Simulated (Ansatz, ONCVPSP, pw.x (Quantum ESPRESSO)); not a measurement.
## What a changed setting does to a pw.x run (fcc Co)

Potential: optimised norm-conserving Vanderbilt (ONCV), ONCVPSP 4.0.1.1 (patched build), PBE; core [Ne], reference 3s2 3p6 3d7 4s2; waves: 3s+4s: rc 1.00 bohr, ncon 3, nbas 6, qcut 12.5 1/bohr, 2 projectors; 3p: rc 1.10 bohr, ncon 4, nbas 9, qcut 11 1/bohr, 2 projectors, debl 3.8 Ha; 3d: rc 1.45 bohr, ncon 4, nbas 9, qcut 12.7 1/bohr, 1 projector; local part: polynomial inside 0.95 bohr (lpopt 5, dvloc0 4 Ha); core correction: Teter function, fcfact 3, rcfact 1.15.

The reference run (k-mesh 16³, cutoffs 150/600 Ry, Fermi–Dirac 0.01 Ry, mixing_beta 0.4, conv_thr 1e-9, no spin) gives 0.49 GPa at 10.382 Å³/atom, where all-electron LAPW gives -0.50 GPa. This run, with its own iteration cap, changes smearing to mv.

```
&control
  calculation='scf', prefix='x', pseudo_dir='./', outdir='./tmp', tstress=.true., disk_io='none'
/
&system
  ibrav=0, nat=1, ntyp=1, ecutwfc=150, ecutrho=600, nbnd=17,
  occupations='smearing', smearing='mv', degauss=0.01
/
&electrons
  conv_thr=1e-09, mixing_beta=0.4, electron_maxstep=70
/
ATOMIC_SPECIES
Co 1.0 Co.UPF
CELL_PARAMETERS angstrom
  0.00000000 1.73147813 1.73147813
  1.73147813 0.00000000 1.73147813
  1.73147813 1.73147813 0.00000000
ATOMIC_POSITIONS crystal
Co 0.0000 0.0000 0.0000
K_POINTS automatic
16 16 16 0 0 0
```

```bash
pw.x < Co.scf.in > Co.scf.out
```

Task: How does the run end?

Result: It converges in 8 iterations; the free energy moves by +69.2 meV/atom and the pressure by -1.54 GPa. This scheme is built to cancel the term in the square of the width that Fermi–Dirac smearing leaves in the F of a metal.

```
Message from routine setup:
     using ibrav=0 with symmetry is DISCOURAGED, use correct ibrav instead
     lattice parameter (alat)  =       4.6273  a.u.
     unit-cell volume          =      70.0612 (a.u.)^3
     number of electrons       =        17.00
     number of Kohn-Sham states=           17
     kinetic-energy cutoff     =     150.0000  Ry
     charge density cutoff     =     600.0000  Ry
     scf convergence threshold =      1.0E-09
     Exchange-correlation= PBE
     number of k points=   145  Marzari-Vanderbilt smearing, width (Ry)=  0.0100
     iteration #  1     ecut=   150.00 Ry     beta= 0.40
     total energy              =    -290.12037211 Ry
     estimated scf accuracy    <       0.01448777 Ry
     iteration #  2     ecut=   150.00 Ry     beta= 0.40
     total energy              =    -290.12379776 Ry
     estimated scf accuracy    <       0.00408695 Ry
     iteration #  3     ecut=   150.00 Ry     beta= 0.40
     total energy              =    -290.12443235 Ry
     estimated scf accuracy    <       0.00029759 Ry
     [... 2 iterations left out ...]
     iteration #  6     ecut=   150.00 Ry     beta= 0.40
     total energy              =    -290.12444118 Ry
     estimated scf accuracy    <       0.00000003 Ry
     iteration #  7     ecut=   150.00 Ry     beta= 0.40
     total energy              =    -290.12444118 Ry
     estimated scf accuracy    <          6.5E-09 Ry
     iteration #  8     ecut=   150.00 Ry     beta= 0.40
     the Fermi energy is    19.8491 ev
!    total energy              =    -290.12444119 Ry
     estimated scf accuracy    <          5.5E-10 Ry
     smearing contrib. (-TS)   =      -0.00036451 Ry
     The total energy is F=E-TS. E is the sum of the following terms:
     one-electron contribution =    -132.45788372 Ry
     hartree contribution      =      77.55678662 Ry
     xc contribution           =     -32.74479187 Ry
     ewald contribution        =    -202.47818771 Ry
     convergence has been achieved in   8 iterations
          total   stress  (Ry/bohr**3)                   (kbar)     P=      -10.50
     Message from routine punch:
     Nothing written, as per user request (disk_io='none')
```

The run took about 2.1 min on one core of a shared host (Neoverse-N1, 64 threads, 124 GiB, load 55).
